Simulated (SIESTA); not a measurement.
# Au: band structure with PBEsol

Au:

```
CELL_PARAMETERS angstrom
2.90000 0.00000 0.00000
-1.45000 2.51147 0.00000
0.00000 0.00000 4.88000
ATOMIC_POSITIONS crystal
Au 0.66667 0.33333 0.25000
Au 0.33333 0.66667 0.75000
```

This isn't the form of Au at room conditions, which is fcc.

```json
{
  "Program": "SIESTA 5.4.2",
  "Task": "band structure",
  "Functional": "PBEsol",
  "Potentials or basis": "PseudoDojo 0.4 standard (PBEsol files)",
  "Basis": "DZP (energy shift 0.003 Ry; two zetas on semicore shells)",
  "Grid cutoff": "800 Ry",
  "Energy shift": "0.003 Ry",
  "k mesh": "8 × 8 × 4",
  "Occupations": "fermi-dirac, width 0.05 eV",
  "Spin": "no spin polarisation"
}
```

```yaml
Pressure: -4.5 GPa
Band_gap_on_the_k_mesh: none (metal or under the smearing width)
```

Stress tensor (GPa, compression positive):
```
-3.77  0.00  0.00
 0.00 -3.77  0.00
 0.00  0.00 -5.89
```

Levels at the corners of the path, in eV from the Fermi level:
```csv
point,band 15,band 16,band 17,band 18,band 19,band 20,band 21,band 22,band 23,band 24
Γ,-4.11,-3.42,-3.42,-2.15,-2.15,-0.96,2.50,25.44,25.44,25.52
M,-3.51,-1.94,-1.87,-1.70,0.40,1.49,6.17,7.62,9.79,12.09
K,-3.60,-2.43,-2.43,-2.34,2.60,2.60,3.87,9.85,10.92,10.92
Γ,-4.11,-3.42,-3.42,-2.15,-2.15,-0.96,2.50,25.44,25.44,25.52
A,-4.43,-4.43,-2.58,-2.58,-2.58,-2.58,11.62,11.62,26.49,26.49
L,-2.36,-2.36,-1.77,-1.77,0.56,0.56,4.10,4.10,16.32,16.32
H,-3.57,-3.57,-2.11,-2.11,4.50,4.50,4.64,4.64,6.49,6.49
A,-4.43,-4.43,-2.58,-2.58,-2.58,-2.58,11.62,11.62,26.49,26.49
L,-2.36,-2.36,-1.77,-1.77,0.56,0.56,4.10,4.10,16.32,16.32
M,-3.51,-1.94,-1.87,-1.70,0.40,1.49,6.17,7.62,9.79,12.09
K,-3.60,-2.43,-2.43,-2.34,2.60,2.60,3.87,9.85,10.92,10.92
H,-3.57,-3.57,-2.11,-2.11,4.50,4.50,4.64,4.64,6.49,6.49
```

Wall time 23 s on 1 thread of Arm Neoverse V2, on a shared host, peak memory 0.26 GiB.

Caveat: short orbitals over semicore shells can move pressures by several GPa; spin-orbit coupling is left out, which moves the levels of the heavy elements; the basis of atomic orbitals isn't converged, which shifts pressures, moduli and gaps.
